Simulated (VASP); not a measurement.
A run of VASP 6.6.1:

The input INCAR:

```
SYSTEM = AlN
ALGO = Normal ; EDIFF = 1E-6
ENCUT = 520 ; GGA = PE
ISIF = 2 ; ISMEAR = -1
LASPH = .True. ; LCHARG = .False.
LREAL = .False. ; LWAVE = .False.
NBANDS = 16 ; NELM = 100
PREC = Accurate ; SIGMA = 0.02
```

The input KPOINTS:

```
k-points
0
Gamma
  10 10 6
  0 0 0
```

File POSCAR:

```
AlN
1.0
    3.1130000000      0.0000000000      0.0000000000
   -1.5565000000      2.6959370820      0.0000000000
    0.0000000000      0.0000000000      4.9810000000
Al N
2 2
Direct
    0.3333333333      0.6666666667     -0.0009850666
    0.6666666667      0.3333333333      0.4990149334
    0.3333333333      0.6666666667      0.3809850666
    0.6666666667      0.3333333333      0.8809850666
```

Potentials or basis: VASP PAW PBE potentials, release 64 (Al, N).

Launch:

```bash
$ cat potpaw_PBE.64/Al/POTCAR potpaw_PBE.64/N/POTCAR > POTCAR
$ mpirun -np 1 vasp_std > vasp.out
```

Hardware: 1 thread of Intel(R) Xeon(R) Platinum 8375C CPU @ 2.90GHz (Ice Lake) (shared host).

**Question.** How long does it take, and how much memory?

**Answer.** Wall time 20 s on 1 thread of Intel(R) Xeon(R) Platinum 8375C CPU @ 2.90GHz (Ice Lake), with other jobs on the host, peak memory 0.17 GiB. Counts: scf iterations 13, k points 56.
